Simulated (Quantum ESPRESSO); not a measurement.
# Ir (Fm-3m) in Quantum ESPRESSO: reference runs

Reference runs on Ir: the cell as given and a disturbed copy.

Program: Quantum ESPRESSO 7.5. These are calculated values, not measurements. Logs are shortened: lines on timing, memory, paths and dates and some standing lists are left out, and cuts for length are marked.

**1. The crystal as given**

It takes space group Fm-3m (No. 225, cubic). The conventional cell has a = 3.831 Å, b = 3.831 Å, c = 3.831 Å, α = 90.00°, β = 90.00°, γ = 90.00°. Ir (site symmetry m-3m) has 12 Ir at 2.71 Å as nearest neighbours.

**2. Single point, PBE**

Contents of pw.in:

```
&CONTROL
  calculation = 'scf'
  prefix = 'pwscf'
  outdir = './tmp'
  pseudo_dir = './pseudo'
  tprnfor = .true.
  tstress = .true.
  disk_io = 'low'
/
&SYSTEM
  ibrav = 0
  nat = 1
  ntyp = 1
  ecutwfc = 55
  ecutrho = 440
  nbnd = 13
  occupations = 'smearing'
  smearing = 'fd'
  degauss = 0.00367493
/
&ELECTRONS
  conv_thr = 2d-10
  electron_maxstep = 120
  mixing_beta = 0.5
/
ATOMIC_SPECIES
Ir   192.2170 Ir_pbe_v1.2.uspp.F.UPF
CELL_PARAMETERS angstrom
   0.0000000000    1.9156000000    1.9156000000
   1.9156000000    0.0000000000    1.9156000000
   1.9156000000    1.9156000000    0.0000000000
ATOMIC_POSITIONS crystal
Ir     0.0000000000    0.0000000000    0.0000000000
K_POINTS automatic
12 12 12 0 0 0
```

Contents of pp_density.in:

```
&INPUTPP
  prefix = 'pwscf'
  outdir = './tmp'
  filplot = 'density.dat'
  plot_num = 0
/
&PLOT
  nfile = 1
  filepp(1) = 'density.dat'
  iflag = 3
  output_format = 6
  fileout = 'density.cube'
/
```

Contents of pp_potential.in:

```
&INPUTPP
  prefix = 'pwscf'
  outdir = './tmp'
  filplot = 'potential.dat'
  plot_num = 11
/
&PLOT
  nfile = 1
  filepp(1) = 'potential.dat'
  iflag = 3
  output_format = 6
  fileout = 'potential.cube'
/
```

Potentials or basis: SSSP 1.3 efficiency PBE.

Command:

```
> OMP_NUM_THREADS=1 pw.x -in pw.in > pw.out
> OMP_NUM_THREADS=1 pp.x -in pp_density.in > pp_density.out
> OMP_NUM_THREADS=1 pp.x -in pp_potential.in > pp_potential.out
```

pw.out:

```text
This program is part of the open-source Quantum ESPRESSO suite
     for quantum simulation of materials; please cite
[... 9 lines left out ...]
     --------------------
     sticks:   dense  smooth     PW     G-vecs:    dense   smooth      PW
     Sum         805     397    127                14841     5209     965

     Using Slab Decomposition

     bravais-lattice index     =            0
     lattice parameter (alat)  =       5.1194  a.u.
     unit-cell volume          =      94.8727 (a.u.)^3
     number of atoms/cell      =            1
     number of atomic types    =            1
     number of electrons       =        15.00
     number of Kohn-Sham states=           13
     kinetic-energy cutoff     =      55.0000  Ry
     charge density cutoff     =     440.0000  Ry
     scf convergence threshold =      2.0E-10
     mixing beta               =       0.5000
     number of iterations used =            8  plain     mixing
     Exchange-correlation= SLA  PW   PBE  PBE
                           (   1   4   3   4   0   0   0)

     celldm(1)=   5.119396  celldm(2)=   0.000000  celldm(3)=   0.000000
     celldm(4)=   0.000000  celldm(5)=   0.000000  celldm(6)=   0.000000

     crystal axes: (cart. coord. in units of alat)
               a(1) = (   0.000000   0.707107   0.707107 )
               a(2) = (   0.707107   0.000000   0.707107 )
               a(3) = (   0.707107   0.707107   0.000000 )

     reciprocal axes: (cart. coord. in units 2 pi/alat)
               b(1) = ( -0.707107  0.707107  0.707107 )
               b(2) = (  0.707107 -0.707107  0.707107 )
               b(3) = (  0.707107  0.707107 -0.707107 )

     PseudoPot. # 1 for Ir read from file:
     Ir_pbe_v1.2.uspp.F.UPF
     Pseudo is Ultrasoft + core correction, Zval = 15.0
     Generated by new atomic code, or converted to UPF format
     Using radial grid of  983 points,  7 beta functions with:
                l(1) =   0
                l(2) =   0
                l(3) =   1
                l(4) =   1
                l(5) =   1
                l(6) =   2
                l(7) =   2
     Q(r) pseudized with  8 coefficients,  rinner =    1.400   1.400   1.400
                                                       1.400   1.400

     atomic species   valence    mass     pseudopotential
     Ir               15.00   192.21700     Ir( 1.00)

     48 Sym. Ops., with inversion, found

   Cartesian axes

     site n.     atom                  positions (alat units)
         1        Ir     tau(   1) = (   0.0000000   0.0000000   0.0000000  )

     number of k points=    72  Fermi-Dirac smearing, width (Ry)=  0.0037
                       cart. coord. in units 2pi/alat
        k(    1) = (   0.0000000   0.0000000   0.0000000), wk =   0.0011574
        k(    2) = (   0.0589256   0.0589256  -0.0589256), wk =   0.0092593
        k(    3) = (   0.1178511   0.1178511  -0.1178511), wk =   0.0092593
        k(    4) = (   0.1767767   0.1767767  -0.1767767), wk =   0.0092593
        k(    5) = (   0.2357023   0.2357023  -0.2357023), wk =   0.0092593
        k(    6) = (   0.2946278   0.2946278  -0.2946278), wk =   0.0092593
[... 64 lines left out ...]
        k(   71) = (  -0.7071068   0.2357023   0.0000000), wk =   0.0138889
        k(   72) = (  -0.7071068   0.3535534   0.0000000), wk =   0.0069444

     Dense  grid:    14841 G-vectors     FFT dimensions: (  36,  36,  36)

     Smooth grid:     5209 G-vectors     FFT dimensions: (  25,  25,  25)

     Initial potential from superposition of free atoms

     starting charge      14.5000, renormalised to      15.0000

     negative rho (up, down):  3.758E-01 0.000E+00
     Starting wfcs are   12 randomized atomic wfcs +    1 random wfcs

     Self-consistent Calculation

     iteration #  1     ecut=    55.00 Ry     beta= 0.50
     Davidson diagonalization with overlap
     ethr =  1.00E-02,  avg # of iterations =  4.4

     negative rho (up, down):  3.284E-01 0.000E+00

     total energy              =    -181.67601378 Ry
     estimated scf accuracy    <       0.64287165 Ry

     iteration #  2     ecut=    55.00 Ry     beta= 0.50
     Davidson diagonalization with overlap
     ethr =  4.29E-03,  avg # of iterations =  2.2
[... 51 lines left out ...]
     iteration #  8     ecut=    55.00 Ry     beta= 0.50
     Davidson diagonalization with overlap
     ethr =  4.78E-12,  avg # of iterations =  2.0

     negative rho (up, down):  3.172E-01 0.000E+00

     End of self-consistent calculation

          k = 0.0000 0.0000 0.0000 (   645 PWs)   bands (ev):

   -24.2258 -24.2258 -24.2258  14.0172  21.2027  21.2027  21.2027  23.9106
    23.9106  35.7125  38.7563  44.3139  44.3139

          k = 0.0589 0.0589-0.0589 (   640 PWs)   bands (ev):

   -24.2822 -24.2334 -24.2334  14.3275  21.0409  21.3328  21.3328  23.8278
    23.8278  35.7125  39.2905  43.0388  44.8367

          k = 0.1179 0.1179-0.1179 (   649 PWs)   bands (ev):
[... 111 lines left out ...]
   -24.8903 -24.4868 -24.3399  18.0220  20.5797  21.3284  21.9942  24.5594
    27.8423  34.9732  35.7260  40.5341  42.1643

          k =-0.0589-0.2946 0.2946 (   643 PWs)   bands (ev):

   -24.7668 -24.4537 -24.3048  17.7799  20.2374  21.0816  22.2557  23.4495
    26.6042  35.7088  37.7597  41.5579  43.0840

          k = 0.0000-0.2357 0.2357 (   644 PWs)   bands (ev):

   -24.6293 -24.3883 -24.2738  16.8179  20.0993  21.5196  22.4205  22.7676
    25.3447  35.7112  39.5982  42.3997  44.7890

          k = 0.3536 0.0000 0.0000 (   649 PWs)   bands (ev):

   -24.6215 -24.3768 -24.3768  16.9992  19.2078  22.0584  23.2166  23.2166
    24.8708  35.7115  42.7638  43.1525  43.1525

          k = 0.4125 0.0589-0.0589 (   651 PWs)   bands (ev):

   -24.7357 -24.4200 -24.4116  17.6059  18.9001  21.8144  23.5618  24.4360
    25.3566  35.7107  40.2603  42.0086  42.7011

          k = 0.4714 0.1179-0.1179 (   652 PWs)   bands (ev):
[... 11 lines left out ...]
   -24.8961 -24.6145 -24.4142  18.4560  19.8096  21.4268  22.8779  25.6489
    30.5907  32.2252  35.7145  39.1357  42.8443

          k =-0.0589-0.4125 0.4125 (   662 PWs)   bands (ev):

   -24.8519 -24.6327 -24.3802  18.8129  20.0616  20.8967  22.7445  24.6647
    29.2056  34.9021  35.7219  38.5116  42.8648

          k = 0.0000-0.3536 0.3536 (   656 PWs)   bands (ev):

   -24.8082 -24.5705 -24.3402  18.7813  20.1179  20.5227  22.6557  23.7249
    28.0398  35.7036  36.7929  39.6544  42.5903

          k = 0.4714 0.0000-0.0000 (   644 PWs)   bands (ev):

   -24.8082 -24.4513 -24.4513  17.5854  18.4213  22.9922  24.6002  24.6002
    25.4070  35.7105  40.3013  40.3013  41.7297

          k = 0.5303 0.0589-0.0589 (   656 PWs)   bands (ev):
[... 21 lines left out ...]
   -24.9407 -24.5056 -24.5056  17.3264  17.9025  25.3535  25.8293  25.9645
    25.9645  35.7037  37.7699  37.7699  37.9152

          k =-0.0589-0.6482 0.6482 (   658 PWs)   bands (ev):

   -24.9623 -24.5436 -24.5130  17.3526  17.9156  24.7513  25.5882  26.4385
    28.2689  35.1867  35.7343  37.4773  37.5444

          k = 0.0000-0.5893 0.5893 (   656 PWs)   bands (ev):

   -24.9284 -24.6144 -24.4966  17.6679  18.3550  23.4881  25.0234  26.2031
    30.7359  33.1158  35.7125  37.1349  38.6257

          k =-0.7071 0.0000 0.0000 (   652 PWs)   bands (ev):

   -24.9880 -24.5254 -24.5254  17.1521  17.7225  25.9912  26.6097  26.6097
    26.8727  35.6151  35.9416  36.7075  36.7075

          k = 0.2357 0.1179 0.0000 (   652 PWs)   bands (ev):

   -24.5011 -24.3250 -24.2750  15.9082  20.1603  21.8052  22.1323  22.9837
    24.4870  35.7117  41.0636  41.7812  44.7248

          k = 0.2946 0.1768-0.0589 (   647 PWs)   bands (ev):

   -24.6596 -24.3781 -24.2994  16.9625  19.9775  21.4210  22.3397  23.3941
    25.2878  35.7110  39.3710  42.3720  44.7487

          k = 0.3536 0.2357-0.1179 (   641 PWs)   bands (ev):
[... 6 lines left out ...]
   -24.9397 -24.4397 -24.3591  17.7396  20.5582  21.6899  21.9598  25.4894
    27.6739  33.8217  35.7183  40.1319  42.7888

          k =-0.2357-0.3536 0.4714 (   658 PWs)   bands (ev):

   -24.9828 -24.4467 -24.3704  17.7215  20.4293  21.7529  22.4477  25.8524
    28.6301  32.1534  35.7159  39.8273  42.8471

          k = 0.3536 0.1179 0.0000 (   652 PWs)   bands (ev):

   -24.6673 -24.4030 -24.3514  17.2956  19.3630  21.4538  23.2117  23.4511
    25.3115  35.7110  40.5026  42.6654  43.8162

          k = 0.4125 0.1768-0.0589 (   652 PWs)   bands (ev):

   -24.7872 -24.4639 -24.3801  18.0650  19.3934  20.9351  23.1763  24.5589
    26.5054  35.7086  37.9382  41.5437  42.2487

          k =-0.2357-0.4714 0.5893 (   652 PWs)   bands (ev):
[... 11 lines left out ...]
   -24.9029 -24.5676 -24.3931  18.5602  19.9283  21.2514  22.5613  25.3027
    29.4404  33.3680  35.7163  39.8873  41.7192

          k =-0.0589-0.2946 0.4125 (   655 PWs)   bands (ev):

   -24.8367 -24.5437 -24.3603  18.6233  20.2640  20.2950  22.7664  24.3319
    28.0282  35.6895  36.1195  40.1440  42.0649

          k = 0.0000-0.2357 0.3536 (   644 PWs)   bands (ev):

   -24.7489 -24.4741 -24.3249  18.0374  19.7478  20.8618  22.9979  23.2916
    26.6380  35.7096  38.3778  41.4832  42.9146

          k = 0.4714 0.1179-0.0000 (   656 PWs)   bands (ev):

   -24.8181 -24.4804 -24.4370  17.9258  18.6508  21.8850  24.5758  24.5938
    26.4102  35.7089  38.5994  40.0441  41.7033

          k =-0.1768-0.5303 0.6482 (   659 PWs)   bands (ev):
[... 26 lines left out ...]
   -24.9104 -24.6077 -24.5065  17.8966  18.5052  22.7869  24.7280  26.3275
    30.4998  33.7750  35.7159  37.1081  38.7269

          k =-0.0000-0.4714 0.5893 (   661 PWs)   bands (ev):

   -24.8471 -24.7003 -24.4813  18.3086  19.1659  21.8543  23.9919  25.9913
    31.8653  33.0443  35.7067  36.4969  39.8796

          k =-0.7071 0.1179-0.0000 (   650 PWs)   bands (ev):

   -24.9578 -24.5571 -24.5274  17.4682  18.0085  24.2429  25.4227  26.6112
    29.3957  34.5919  35.7268  36.5257  37.8011

          k =-0.2357-0.4714 0.7071 (   656 PWs)   bands (ev):

   -24.8312 -24.5592 -24.4105  18.8286  19.3047  20.4615  23.8588  24.5985
    28.1229  35.7019  36.6865  39.0961  41.6625

          k =-0.1768-0.4125 0.6482 (   659 PWs)   bands (ev):
[... 11 lines left out ...]
   -24.8678 -24.6210 -24.4947  18.4874  18.9730  21.3704  24.2685  25.9559
    30.1250  35.0442  35.7311  36.8019  39.6291

          k =-0.0589-0.4125 0.6482 (   662 PWs)   bands (ev):

   -24.8230 -24.7001 -24.5073  18.7379  19.4960  20.9410  23.5868  26.2811
    32.2025  33.4077  35.7089  36.3320  39.0953

          k = 0.0000-0.3536 0.5893 (   663 PWs)   bands (ev):

   -24.7897 -24.7348 -24.4846  19.0545  19.9392  20.2400  23.4219  25.9537
    31.2281  35.2303  35.4450  35.7460  39.9029

          k =-0.7071 0.2357 0.0000 (   654 PWs)   bands (ev):

   -24.8748 -24.6434 -24.5313  18.2610  18.8528  22.0377  24.1078  26.6139
    32.0006  33.6817  35.7212  35.7972  38.4053

          k =-0.7071 0.3536 0.0000 (   648 PWs)   bands (ev):

   -24.7598 -24.7598 -24.5333  18.8106  20.2156  20.2156  23.2963  26.6154
    33.4200  34.2543  34.2543  35.7208  38.5167

     the Fermi energy is    25.1481 ev

!    total energy              =    -181.78164694 Ry
     estimated scf accuracy    <          2.5E-11 Ry
     smearing contrib. (-TS)   =      -0.00034125 Ry
     internal energy E=F+TS    =    -181.78130569 Ry

     The total energy is F=E-TS. E is the sum of the following terms:
     one-electron contribution =      -6.31722734 Ry
     hartree contribution      =      17.47030899 Ry
     xc contribution           =     -50.44743337 Ry
     ewald contribution        =    -142.48695398 Ry

     convergence has been achieved in   8 iterations

     negative rho (up, down):  3.172E-01 0.000E+00

     Forces acting on atoms (cartesian axes, Ry/au):

     atom    1 type  1   force =     0.00000000    0.00000000    0.00000000

     Total force =     0.000000     Total SCF correction =     0.000000

     Computing stress (Cartesian axis) and pressure

     negative rho (up, down):  3.172E-01 0.000E+00
          total   stress  (Ry/bohr**3)                   (kbar)     P=      103.16
   0.00070127   0.00000000   0.00000000          103.16        0.00        0.00
   0.00000000   0.00070127  -0.00000000            0.00      103.16       -0.00
   0.00000000   0.00000000   0.00070127            0.00        0.00      103.16

=------------------------------------------------------------------------------=
   JOB DONE.
=------------------------------------------------------------------------------=
```

It took 9.6 s on 1 thread of Arm Neoverse V2, shared host; peak memory 0.1 GiB.

Results:

```yaml
Free_energy: -2473.2653 eV
Pressure: 10.3 GPa
Band_gap_on_the_k_mesh: none (metal or under the smearing width)
```

The run has no spin-orbit coupling, so splittings on Ir are missing.

**3. Single point, PBE (cell strained at random at fixed volume)**

Changes to pw.in since step 2:

```diff
@@ -7,3 +7,3 @@
   tstress = .true.
-  disk_io = 'low'
+  disk_io = 'nowf'
 /
@@ -28,7 +28,7 @@
 CELL_PARAMETERS angstrom
-   0.0000000000    1.9156000000    1.9156000000
-   1.9156000000    0.0000000000    1.9156000000
-   1.9156000000    1.9156000000    0.0000000000
+  -0.0090280000    1.9583660000    1.9389210000
+   1.8983890000    0.0228980000    1.9069950000
+   1.8996790000    1.9277290000    0.0216080000
 ATOMIC_POSITIONS crystal
-Ir     0.0000000000    0.0000000000    0.0000000000
+Ir    -0.0023390000   -0.0031610000   -0.0142520000
 K_POINTS automatic
```

Potentials or basis: SSSP 1.3 efficiency PBE.

Command:

```
> OMP_NUM_THREADS=1 pw.x -in pw.in > pw.out
```

Wall time 86 s (1 thread of Arm Neoverse V2, shared host); peak memory 0.2 GiB.

It converged, with:

```
Free energy            : -2473.2523 eV
Pressure               : 10.7 GPa
Band gap on the k mesh : none (metal or under the smearing width)
```

Stress tensor (GPa, compression positive):
```
12.93  1.25  1.76
 1.25  7.51 -8.43
 1.76 -8.43 11.70
```

Levels at points of the mesh, in eV from the Fermi level:
```tsv
k point	band 4	band 5	band 6	band 7	band 8	band 9	band 10	band 11
(0.00, 0.00, 0.00)	-11.13	-4.21	-3.88	-3.75	-1.34	-1.11	10.57	13.61
(0.00, 0.00, -0.50)	-8.12	-4.36	-3.80	-0.61	0.84	1.01	7.60	10.58
(0.00, -0.50, 0.00)	-8.12	-4.33	-3.84	-0.59	0.82	1.04	7.62	10.58
(0.00, -0.50, -0.50)	-7.99	-7.43	0.84	1.41	1.55	1.87	10.51	10.94
(-0.50, 0.00, 0.00)	-8.19	-4.12	-3.89	-0.93	0.68	0.96	7.11	10.58
(-0.50, 0.00, -0.50)	-8.00	-7.41	0.82	1.46	1.48	1.56	10.38	10.68
(-0.50, -0.50, 0.00)	-7.99	-7.42	0.79	1.41	1.56	1.78	10.49	10.85
(-0.50, -0.50, -0.50)	-8.17	-4.18	-3.86	-0.83	0.66	1.03	7.26	10.58
```
